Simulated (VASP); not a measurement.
Set up this calculation in VASP 6.6.1, as the native input.

- Task: relaxation of cell and atoms
- Functional: BEEF-vdW
- Potentials or basis: VASP PAW PBE potentials, release 64 (Pb_d, Se)
- Cutoff: 600 eV
- k mesh: 8 × 8 × 8
- Occupations: fermi-dirac, width 0.05 eV
- Spin: no spin polarisation
- Further INCAR settings: ALGO = Normal; EDIFF = 1e-07; IBRION = 2; EDIFFG = -0.01; NSW = 40; ISIF = 3

The structure of PbSe (Clausthalite) lies in POSCAR:

```
PbSe
1.0
    0.0000000000      3.0606500000      3.0606500000
    3.0606500000      0.0000000000      3.0606500000
    3.0606500000      3.0606500000      0.0000000000
Pb Se
1 1
Direct
    0.0000000000      0.0000000000      0.0000000000
    0.5000000000      0.5000000000      0.5000000000
```

These files were run (other wordings do the same):

INCAR

```
  ALGO = Normal
  EDIFF = 1E-7
  EDIFFG = -0.01
  ENCUT = 600
  GGA = BF
  IBRION = 2
  ISIF = 3
  ISMEAR = -1
  LASPH = True
  LCHARG = False
  LREAL = False
  LUSE_VDW = True
  LWAVE = False
  NELM = 100
  NSW = 40
  PREC = Accurate
  SIGMA = 0.05
  ZAB_VDW = -1.8867
```

KPOINTS

```
k-points
0
Gamma
  8 8 8
```

Potentials or basis: VASP PAW PBE potentials, release 64 (Pb_d, Se).

Launch:

```sh
$ cat potpaw_PBE.64/Pb_d/POTCAR potpaw_PBE.64/Se/POTCAR > POTCAR
$ mpirun -np 1 vasp_std > vasp.out
```

Results of the run:

| Item | Value |
| --- | --- |
| Relaxed volume | 30.90 Å³/atom |
| Relaxed cell | a = 4.438 Å, b = 4.438 Å, c = 4.438 Å, α = 60.00°, β = 60.00°, γ = 60.00° |
| Space group after relaxing (to 0.05 Å) | Fm-3m (No. 225) |
| Energy gained by relaxing | 25.5 meV/atom |
| Ionic steps | 3 |
| Pressure after relaxing | 0.0 GPa |
| Band gap on the k mesh | 0.61 eV, direct |

Caveat: the PAW data sets were made with another functional, which shifts forces and pressure a little; spin-orbit coupling is left out, which as a rule narrows the gap of such compounds by several tenths of an eV.

It took 4.9 min on 1 thread of AMD EPYC 7R13 Processor (Zen 3), with other jobs on the host, peak memory 0.45 GiB.
